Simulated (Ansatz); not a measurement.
ZnCu2SnSe4 (space group I-42m) relaxed with several functionals in Ansatz (plane waves to 420 eV, scalar-relativistic PAW, no spin-orbit coupling, symmetry kept). The database cell has 22.93 Å³/atom; its temperature or method isn't stated, so the comparison with it is no error of the functional. No moments.

| functional | conventional cell | V (Å³/atom) | against the database cell (%) | gap on mesh (eV) | largest moment (μB) |
| --- | --- | --- | --- | --- | --- |
| PBE | a = 5.763 Å, b = 5.763 Å, c = 11.528 Å, α = 90.00°, β = 90.00°, γ = 90.00° | 23.93 | 4.4 | 0.00 | 0.00 |
| LDA | a = 5.599 Å, b = 5.599 Å, c = 11.188 Å, α = 90.00°, β = 90.00°, γ = 90.00° | 21.92 | -4.4 | 0.00 | 0.00 |

Cost: 2 runs of about 17 core-minutes in all, on Intel Xeon Platinum 8488C (Sapphire Rapids) (shared hosts).